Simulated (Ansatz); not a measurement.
A plane-wave DFT run in Ansatz 0.2.0 (scalar-relativistic PAW potentials unless the input names others): input and command.

```yaml
crystal:
  lattice:
    - [2.71879754, 0.0, 0.0]
    - [-1.35939877, 2.35454773, 0.0]
    - [0.0, 0.0, 3.46134022]
  atoms:
    - { symbol: Si, position: [0.3333333333, 0.6666666667, 0.75] }
    - { symbol: Si, position: [0.6666666667, 0.3333333333, 0.25] }
    - { symbol: Ni, position: [0.0, 0.0, 0.0] }
    - { symbol: Ni, position: [0.0, 0.0, 0.5] }
    - { symbol: Ni, position: [0.3333333333, 0.6666666667, 0.25] }
    - { symbol: Ni, position: [0.6666666667, 0.3333333333, 0.75] }
basis:
  ecutwfc: 420
kpoints:
  mp_grid: { grid: [12, 12, 8] }
hamiltonian:
  xc: pbesol
scf:
  occupations: { method: gaussian, width: 0.1 }
  max_iter: 50
output:
  forces: true
  eigenvalues: true
  stress: true
```

```bash
ansatz run input.yaml --threads 1 --pin off --max-ram 2560MiB --backend cpu --events-out ev --progress --plain --runs-dir out
```

Abridged log:
```
Pseudopotentials: kind: paw
Pseudopotential: Si, paw, valence charge 4, recommended cutoff 420 eV (normal)
Pseudopotential: Ni, paw, valence charge 18, recommended cutoff 420 eV (normal)
Functional definition: PBEsol
Crystal: 6 atoms, lattice volume = 22.158 Å³
Basis set: ecut = 420 eV, 437 PW (Γ), exchange–correlation on 40×40×48 points (8 copies of the dense FFT grid, shifted against one another)
Bands: 48, of which v1, the nominal top of the filled ones, is band 40 counted from 1 (39 counted from 0)
Symmetry: 24 space group operations
Space group: P63/mmc (ITA 194), of the structure as read, at distance tolerance 2.8e-5 Å
k-points: 95 of 1152
Initial density: superposition of atomic densities (neutral atoms: chi_scale 0, normalization atom), corrected by the library's trained network
Initial wavefunctions: pseudopotential atomic-orbital guess
Functional: x = pbesol(κ = 0.804, μ = 0.12345679), c = pbesol(β = 0.046)
SCF iter   1: F=—  HF=-49555.583054 eV  |F-HF|=—  |Δ(HF+E_count)|=         —  Δρ=1.72e1  dr2=5.60e4  ethr=1.77e-3  ⟨swp⟩=87.0  Hψ=200223  notcnv=48  defer=618
SCF iter   2: F=—  HF=-25825.054073 eV  |F-HF|=—  |Δ(HF+E_count)|=    2.37e4  Δρ=5.27e0  dr2=1.93e3  ethr=1.77e-3  ⟨swp⟩=43.8  Hψ=147001  notcnv=58  defer=733
SCF iter   3: F=—  HF=-25042.517674 eV  |F-HF|=—  |Δ(HF+E_count)|=    7.83e2  Δρ=3.85e0  dr2=1.98e3  ethr=1.77e-3  ⟨swp⟩=32.2  Hψ=113106  notcnv=0  defer=497
SCF iter   4: F=—  HF=-24341.226678 eV  |F-HF|=—  |Δ(HF+E_count)|=    7.01e2  Δρ=1.20e0  dr2=1.40e2  ethr=1.77e-3  ⟨swp⟩=26.2  Hψ=49084  notcnv=0  defer=556
SCF iter   5: F=—  HF=-24348.635893 eV  |F-HF|=—  |Δ(HF+E_count)|=    7.41e0  Δρ=4.79e-1  dr2=2.77e1  ethr=1.77e-3  ⟨swp⟩=20.6  Hψ=26751  notcnv=0  defer=489
SCF iter   6: F=—  HF=-24343.302831 eV  |F-HF|=—  |Δ(HF+E_count)|=    5.33e0  Δρ=2.35e-1  dr2=5.62e0  ethr=1.77e-3  ⟨swp⟩=18.7  Hψ=23641  notcnv=0  defer=365
automatic band count: iteration 6 solves 47 bands in place of 48: the levels show a gap, and the empty bands left out lie too high to hold charge; the band table lists the bands solved (type scf.n_extra_bands for more)
SCF iter   7: F=—  HF=-24341.341816 eV  |F-HF|=—  |Δ(HF+E_count)|=    1.96e0  Δρ=1.15e-1  dr2=1.34e0  ethr=1.77e-3  ⟨swp⟩=12.0  Hψ=23619  notcnv=0  defer=201
automatic band count: iteration 7 solves 48 bands in place of 47: the levels no longer show a gap clear of their residuals, so the SCF keeps every band
SCF iter   8: F=—  HF=-24340.954930 eV  |F-HF|=—  |Δ(HF+E_count)|=   3.87e-1  Δρ=3.52e-2  dr2=1.71e-1  ethr=1.67e-3  ⟨swp⟩=4.5  Hψ=10791  notcnv=0  defer=296
SCF iter   9: F=—  HF=-24340.878996 eV  |F-HF|=—  |Δ(HF+E_count)|=   7.59e-2  Δρ=7.26e-3  dr2=7.92e-3  ethr=2.13e-4  ⟨swp⟩=3.6  Hψ=10246  notcnv=0  defer=297
SCF iter  10: F=—  HF=-24340.880429 eV  |F-HF|=—  |Δ(HF+E_count)|=   1.43e-3  Δρ=7.41e-4  dr2=5.51e-5  ethr=9.90e-6  ⟨swp⟩=4.1  Hψ=12075  notcnv=0  defer=295
SCF iter  11: F=—  HF=-24340.880614 eV  |F-HF|=—  |Δ(HF+E_count)|=   1.84e-4  Δρ=1.22e-3  dr2=1.81e-4  ethr=6.89e-8  ⟨swp⟩=6.0  Hψ=17053  notcnv=0  defer=295
SCF iter  12: F=—  HF=-24340.880579 eV  |F-HF|=—  |Δ(HF+E_count)|=   3.50e-5  Δρ=1.90e-4  dr2=3.12e-6  ethr=6.89e-8  ⟨swp⟩=5.1  Hψ=12458  notcnv=0  defer=295
SCF iter  13: F=—  HF=-24340.880594 eV  |F-HF|=—  |Δ(HF+E_count)|=   1.56e-5  Δρ=4.35e-5  dr2=2.27e-7  ethr=3.90e-9  ⟨swp⟩=4.5  Hψ=11280  notcnv=0  defer=295
SCF iter  14: F=-24340.880594 eV  HF=-24340.880594 eV  |F-HF|=5.93e-10  |Δ(HF+E_count)|=   4.38e-8  Δρ=2.77e-6  dr2=7.47e-10  ethr=1.25e-10  ⟨swp⟩=33.0  Hψ=58541  notcnv=0
SCF 1 converged in 14 iterations: F = -24340.880594 eV  dr2 = 7.47e-10
  Residual-converged pass: ⟨swp⟩=1.4  Hψ=5091  notcnv=0  max |occ|·‖R‖ = 4.7e-6 eV (tolerance 6.7e-6 eV) dr2=7.47e-10  dr2_onsite=1.54e-10  max |Δocc| = 9.1e-9
SCF converged after 14 iterations
Free energy (F): -24340.880594 eV
Harris-Foulkes:  -24340.880594 eV  (|F-HF|=5.93e-10)
Internal energy: -24340.874293 eV  (E = F + TS)
E sigma→0 (E₀):  -24340.877443 eV
Entropy (-TS):   -0.006302 eV (-1.050 meV/atom)
Fermi energy:    57.450883 eV
--- Forces (eV/Å), atoms counted from 1 ---
  atom   1  Si     0.00000000     0.00000000     0.00000000
  atom   2  Si     0.00000000     0.00000000     0.00000000
  atom   3  Ni     0.00000000     0.00000000     0.00000000
  atom   4  Ni     0.00000000     0.00000000     0.00000000
  atom   5  Ni     0.00000000     0.00000000     0.00000000
  atom   6  Ni     0.00000000     0.00000000     0.00000000
--- Stress (GPa, compression-positive) ---
     2549.589329       0.000000       0.000000
        0.000000    2549.589329       0.000000
        0.000000       0.000000    2326.599893
  P = ⅓ Tr σ = 2475.2595 GPa (24752.595 kbar)
```

The run was meant for a cell not far from equilibrium. Find the fault.

The fault is a lattice far too small (lattice vectors times 0.700). Setting it back cures it. The run converged all the same, with an energy at zero smearing 20.9 eV/atom above the reference's, pressure 2475.26 GPa, largest force 0.000 eV/Å, no gap on the mesh, so convergence alone doesn't show that an input is right. A reference run of the cell with lattice vectors 3.8840 0.0000 0.0000; -1.9420 3.3636 0.0000; 0.0000 0.0000 4.9448 Å and the atoms in their places converged, and the end of its own relaxation has pressure -3.00 GPa, largest force 0.000 eV/Å, no gap on the mesh (its cell was held, or driven to that pressure on purpose).

It took 36 s on 1 thread of Arm Neoverse V2, on a shared host, peak memory 0.37 GiB.